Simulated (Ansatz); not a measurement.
# HgTe: band gap under strain

Aim: follow the gap of the published phase of HgTe through these states: no strain; -5.3 % shear in the xy plane; +3.9 % equal strain in all directions. The table at the end shows which levels were run.

Code: Ansatz 0.2.0. PAW datasets, plane waves. (Simulation; spin polarisation is off.)

## (1) The cell

The unstrained cell was relaxed with r2SCAN; in each strained cell the atoms were relaxed again with r2SCAN. Names of k-points are those of the unstrained zone, where strain can split equivalent points. First state: no strain.

It is cubic, F-43m (No. 216); conventional cell a = 6.578 Å, 35.59 Å³ an atom. Around Hg lie 4 Te at 2.85 Å; around Te lie 4 Hg at 2.85 Å.

As a file:

```cif
data_structure
_symmetry_space_group_name_H-M 'F-43m'
_symmetry_Int_Tables_number 216
_cell_length_a 6.5784
_cell_length_b 6.5784
_cell_length_c 6.5784
_cell_angle_alpha 90.000
_cell_angle_beta 90.000
_cell_angle_gamma 90.000
_cell_volume 284.68
loop_
_atom_site_label
_atom_site_type_symbol
_atom_site_symmetry_multiplicity
_atom_site_Wyckoff_symbol
_atom_site_fract_x
_atom_site_fract_y
_atom_site_fract_z
_atom_site_occupancy
Hg1 Hg 4 a 0.00000 0.00000 0.00000 1
Te1 Te 4 d 0.25000 0.25000 0.75000 1
```

## (2) No strain: PBE

Input file input.yaml:

```yaml
crystal:
  lattice:
    - [0.0, 3.2891972858, 3.2891972858]
    - [3.2891972858, 0.0, 3.2891972858]
    - [3.2891972858, 3.2891972858, 0.0]
  atoms:
    - { symbol: Hg, position: [0.0, 0.0, 0.0] }
    - { symbol: Te, position: [0.25, 0.25, 0.25] }
kpoints:
  mp_grid: { grid: [6, 6, 6] }
  band_path:
    path:
      - [0.0, 0.0, 0.0]
      - [-0.5, -0.5, 0.0]
      - [-0.375, -0.375, 0.25]
      - [-0.375, 0.0, 0.375]
      - [0.0, 0.0, 0.5]
      - [-0.5, -0.25, 0.25]
    npoints: 1
hamiltonian:
  xc: pbe
scf:
  occupations: { method: fermi_dirac, width: 0.02 }
  n_extra_bands: 4
output:
  forces: true
  stress: true
  eigenvalues: true
  write_density: true
  write_potential: true
  elf: true
  volumetric_format: npy
```

Started as:

```console
$ ansatz run input.yaml --threads 4 --pin off --max-ram 5529MiB --backend cpu --events-out ev --progress --plain --runs-dir out
```

The runs that follow: No strain: r2SCAN; No strain: HSE06; -5.3 % shear in the xy plane: PBE; -5.3 % shear in the xy plane: r2SCAN; -5.3 % shear in the xy plane: HSE06; +3.9 % equal strain in all directions: PBE; +3.9 % equal strain in all directions: r2SCAN; +3.9 % equal strain in all directions: HSE06.

What does the calculation give?

**Answer**, as computed:

Least gap in eV (negative: overlap), with the change from the unstrained cell in brackets:

| state | volume change (%) | PBE | r2SCAN | HSE06 |
| --- | --- | --- | --- | --- |
| no strain | +0.0 | 0.00 | 0.00 | 0.00 |
| -5.3 % shear in the xy plane | -0.1 | -0.01 (-0.01) | 0.01 (+0.01) | 0.01 (+0.01) |
| +3.9 % equal strain in all directions | +12.1 | 0.00 (+0.00) | 0.00 (+0.00) | 0.00 (+0.00) |

**Reading.** The HSE06 gap hardly moves: by 0.010 eV at most. PBE and HSE06 differ by 0.00 eV on the unstrained gap, and by at most 0.02 eV on its change. Spin-orbit coupling is left out of the table, though the cell holds Hg (Z = 80); in an element this heavy it can shift bands and gaps by tenths of an eV.
